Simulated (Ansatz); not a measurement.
Runs of Ansatz 0.2.0 on Ba. The structure is cubic, space group Im-3m (No. 229). Conventional cell: a = 5.013 Å, b = 5.013 Å, c = 5.013 Å, α = 90.00°, β = 90.00°, γ = 90.00°. Ba (site symmetry m-3m) has 8 Ba at 4.34 Å as nearest neighbours. 

```tsv
task	level	potentials or basis	spin	cell	k mesh	cutoff (eV)	gap on the mesh (eV)	pressure (GPa)
band structure	PBEsol	all-electron LAPW, scalar-relativistic	off	as given	6 × 6 × 6	74	-	-0.6
single point	PBE	all-electron LAPW, scalar-relativistic	off	strain = -0.01	8 × 8 × 8	75	none	(a)
single point	PBE	all-electron LAPW, scalar-relativistic	off	strain = -0.04	8 × 8 × 8	77	none	0.4
band structure	PBEsol	all-electron LAPW, relativistic spinors	SOC, no magnetisation	as given	6 × 6 × 6	74	-	-0.6
single point	PBE	all-electron LAPW, scalar-relativistic	off	strain = -0.02	8 × 8 × 8	75	none	0.2
```

Alike in all rows: smearing fermi-dirac 0.05 eV; basis error allowed 0.001 eV/atom.

Question: Fill in the values left out.

Answer: (a) 0.1.

Caveats: the k mesh is thin for a metal, which can move the energy by tens of meV per atom (some runs); spin-orbit coupling is left out, which moves the levels of the heavy elements (some runs).

A k mesh can miss the band edges, and rows without SOC leave out spin-orbit coupling on Ba.

A gap of «none» marks a metal or a gap under the smearing width.
